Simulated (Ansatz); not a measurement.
# SiC: how the settings move a single-point run

How sensitive is a single-point run of SiC to its settings? A reference run comes first, then four runs with altered input. The cell is built on a prototype (rocksalt) and needn't be the phase found in nature.

Program: Ansatz 0.2.0. Level of theory: reference: DFT, PBE, plane waves, PAW. These are calculated values, not measurements.

6 further runs of the same task are left out: 1 for a known fault of the program, 5 that didn't finish.

## (1) The structure to begin with

The structure is cubic, space group Fm-3m (No. 225). The conventional cell has a = 4.028 Å, b = 4.028 Å, c = 4.028 Å, α = 90.00°, β = 90.00°, γ = 90.00°. Around Si (site symmetry m-3m) lie 6 C at 2.01 Å. C (site symmetry m-3m) has 6 Si at 2.01 Å as nearest neighbours.

Coordinates:

```cif
data_structure
_symmetry_space_group_name_H-M 'Fm-3m'
_symmetry_Int_Tables_number 225
_cell_length_a 4.0277
_cell_length_b 4.0277
_cell_length_c 4.0277
_cell_angle_alpha 90.000
_cell_angle_beta 90.000
_cell_angle_gamma 90.000
_cell_volume 65.34
loop_
_atom_site_label
_atom_site_type_symbol
_atom_site_symmetry_multiplicity
_atom_site_Wyckoff_symbol
_atom_site_fract_x
_atom_site_fract_y
_atom_site_fract_z
_atom_site_occupancy
Si1 Si 4 a 0.00000 0.00000 0.00000 1
C1 C 4 b 0.50000 0.00000 0.00000 1
```

## (2) Baseline

Input file input.yaml:

```yaml
crystal:
  lattice:
    - [0.0, 2.0138687949, 2.0138687949]
    - [2.0138687949, 0.0, 2.0138687949]
    - [2.0138687949, 2.0138687949, 0.0]
  atoms:
    - { symbol: Si, position: [0.0, 0.0, 0.0] }
    - { symbol: C, position: [0.5, 0.5, 0.5] }
kpoints:
  mp_grid: { grid: [8, 8, 8] }
hamiltonian:
  xc: pbe
scf:
  occupations: { method: fermi_dirac, width: 0.02 }
  n_extra_bands: 4
output:
  forces: true
  stress: true
  eigenvalues: true
```

Launch:

```
> ansatz run input.yaml --threads 4 --pin off --max-ram 3686MiB --backend cpu --events-out ev --progress --plain --runs-dir out
```

## (3) Changed: n_extra_bands 24

Changes to input.yaml since step 2:

```diff
@@ -14,3 +14,3 @@
   occupations: { method: fermi_dirac, width: 0.02 }
-  n_extra_bands: 4
+  n_extra_bands: 24
 output:
```

## (4) Changing settings: occupations.method cold, occupations.width 0.5

Changes to input.yaml since step 2:

```diff
@@ -13,3 +13,3 @@
 scf:
-  occupations: { method: fermi_dirac, width: 0.02 }
+  occupations: { method: cold, width: 0.5 }
   n_extra_bands: 4
```

## (5) A further run, with the input changed

Changes to input.yaml since step 2:

```diff
@@ -15,2 +15,3 @@
   n_extra_bands: 4
+  max_iter: 82
 output:
@@ -19 +20,4 @@
   eigenvalues: true
+magnetization:
+  spin_polarized: true
+  initial_magnetization: 6.0
```

## (7) Changing settings: xc mr2scan

Changes to input.yaml since step 2:

```diff
@@ -11,3 +11,3 @@
 hamiltonian:
-  xc: pbe
+  xc: mr2scan
 scf:
```

(Steps that only read results are left out.)

Q: Predict the outcome of this session. Wanted: for each run, ending; energy change; pressure; gap; force.

The runs gave:

```tsv
run	ending	energy change	pressure (GPa)	gap (eV)	force (eV/Å)	cycles	time
reference	converged	0	6.1	0.00	0.00	6	0.27 s
1: n_extra_bands 24	converged	0.0 meV/atom	6.1	0.00	0.00	6	0.27 s
2: occupations.method cold, occupations.width 0.5	converged	-0.6 meV/atom (σ→0)	5.7	0.00	0.00	5	0.21 s
3: spin_polarized true, initial_magnetization 6.0	converged	0.0 meV/atom	6.1	0.00	0.00	17	0.48 s
4: xc mr2scan	converged	not comparable	-0.6	0.00	0.00	6	0.45 s
```

Residual by cycle in the longest SCF loop of each run; runs are numbered as in the table. The quantity is the density residual dr2, in eV.

```tsv
cycle	reference	run 1	run 2	run 3	run 4
1	0.0127	0.013	0.0107	0.245	0.0461
2	0.00269	0.00326	4.8e-4	2.52	0.0029
4	1.4e-7	1.5e-7	1.4e-7	0.0314	5.8e-6
5	3.5e-10	8.8e-10	4.4e-9	0.00964	5.7e-7
7	-	-	-	2.1e-5	-
8	-	-	-	5.3e-4	-
10	-	-	-	0.0111	-
11	-	-	-	0.00267	-
13	-	-	-	8.0e-8	-
14	-	-	-	7.0e-10	-
16	-	-	-	1.8e-12	-
17	-	-	-	2.5e-14	-
```

**Reading.** No change moves the result by more than the table shows.
